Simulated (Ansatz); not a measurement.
# Si: frozen-core PAW against all-electron methods

```
Si
1.0
     0.00000    2.73492    2.73492
     2.73492    0.00000    2.73492
     2.73492    2.73492    0.00000
Si
2
Direct
  0.00000 0.00000 0.00000
  0.25000 0.25000 0.25000
```

Atoms are numbered in the order listed.

Conventional cell: a = 5.470 Å, b = 5.470 Å, c = 5.470 Å, α = 90.00°, β = 90.00°, γ = 90.00°. Si (atom 1) has 4 Si at 2.37 Å as nearest neighbours.

The structure comes from a relaxation in the same program, started in the diamond type, and has space group Fd-3m. Whether it is a known phase or the ground state wasn't checked.

Levels of theory: DFT, PBE, PAW with Ansatz's default frozen-core files, scalar-relativistic (Ansatz 0.2.0); DFT, PBE, all-electron LAPW, scalar-relativistic (Ansatz 0.2.0).

For PAW: a Γ-centred 13×13×13 k mesh, Fermi–Dirac smearing of 0.05 eV, cutoff 420 eV, no spin polarisation. LAPW targets a basis error of 0.25 meV/atom. The Ansatz runs share mesh, smearing and spin set-up. Plane-wave (PAW) pressures include the program's estimate of the Pulay term.

Stress and pressure are positive in compression.

Levels count from the top of the valence band.

PAW results:

```tsv
quantity	PAW
pressure (GPa)	0.02
band gap (eV)	0.616
highest filled level at Γ (eV)	0.000
lowest empty level at Γ (eV)	2.552
highest filled level at W (eV)	-3.760
lowest empty level at W (eV)	4.270
highest filled level at X (eV)	-2.795
lowest empty level at X (eV)	0.751
```

Task: What does all-electron LAPW give for the same quantities?

Result: 
| quantity | LAPW |
| --- | --- |
| pressure (GPa) | -0.01 |
| band gap (eV) | 0.618 |
| highest filled level at Γ (eV) | 0.000 |
| lowest empty level at Γ (eV) | 2.553 |
| highest filled level at W (eV) | -3.760 |
| lowest empty level at W (eV) | 4.273 |
| highest filled level at X (eV) | -2.795 |
| lowest empty level at X (eV) | 0.753 |
